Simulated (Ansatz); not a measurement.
# ZnS (Wurtzite-6H): single point with PBE

**The experiment to reproduce.**

From a printed reference work, monograph, for a bulk crystal of ZnS at 4 K: band gap 3.911 eV (direct).

ZnS (Wurtzite-6H):

```xyz
12
Lattice="3.8120 0.0000 0.0000 -1.9060 3.3013 0.0000 0.0000 0.0000 18.6900" Properties=species:S:1:pos:R:3 pbc="T T T"
Zn    0.0000    2.2009   15.5749
Zn    1.9060    1.1004    6.2299
Zn    1.9060    1.1004   12.4601
Zn    0.0000    2.2009    3.1151
Zn    0.0000    0.0000    9.3450
Zn    0.0000    0.0000    0.0000
S     0.0000    2.2009   17.9112
S     1.9060    1.1004    8.5662
S     1.9060    1.1004   14.7963
S     0.0000    2.2009    5.4513
S     0.0000    0.0000   11.6812
S     0.0000    0.0000    2.3362
```

- Program: Ansatz 0.2.0
- Task: single point
- Functional: PBE
- Potentials or basis: Ansatz PAW
- Cutoff: 420 eV (not typed: the program's choice for these potentials)
- k mesh: 8 × 8 × 2
- Occupations: gaussian, width 0.015 eV
- Spin: no spin polarisation

```json
{
 "Pressure": "2.1 GPa",
 "Largest force": "0.030 eV/Å",
 "Band gap on the k mesh": "2.16 eV, direct"
}
```

Forces in eV/Å, atoms in the order of the input:
```
Zn   0.000  0.000  0.003
Zn   0.000  0.000  0.003
Zn   0.000  0.000  0.013
Zn   0.000  0.000  0.013
Zn   0.000  0.000 -0.004
Zn   0.000  0.000 -0.004
S    0.000  0.000 -0.030
S    0.000  0.000 -0.030
S    0.000  0.000 -0.007
S    0.000  0.000 -0.007
S    0.000  0.000  0.024
S    0.000  0.000  0.024
```

Levels at points of the mesh, in eV from the valence-band top:
| k point | band 52 | band 53 | band 54 | band 55 | band 56 | band 57 |
| --- | --- | --- | --- | --- | --- | --- |
| (0.00, 0.00, 0.00) | -0.02 | 0.00 | 0.00 | 2.16 | 3.21 | 3.26 |
| (0.00, 0.00, -0.50) | -0.07 | -0.07 | -0.07 | 2.64 | 2.64 | 3.27 |
| (0.00, -0.50, 0.00) | -1.26 | -1.10 | -0.88 | 3.43 | 3.56 | 3.60 |
| (0.00, -0.50, -0.50) | -1.22 | -0.99 | -0.99 | 3.36 | 3.36 | 3.85 |

Wall time 8.1 s on 4 threads of Arm Neoverse V1 (shared host), peak memory 0.72 GiB.

Against the measured gap of ZnS, 3.911 eV (direct; 4 K; a printed reference work, monograph), the calculated 2.16 eV is off by -1.75 eV. The value is that of PBE on a finite k mesh, which can miss the band edges, without temperature or zero-point motion. Semilocal functionals fall short of measured gaps as a rule.

Caveat: the cell's inner coordinates are idealised or old, which leaves forces on the atoms.
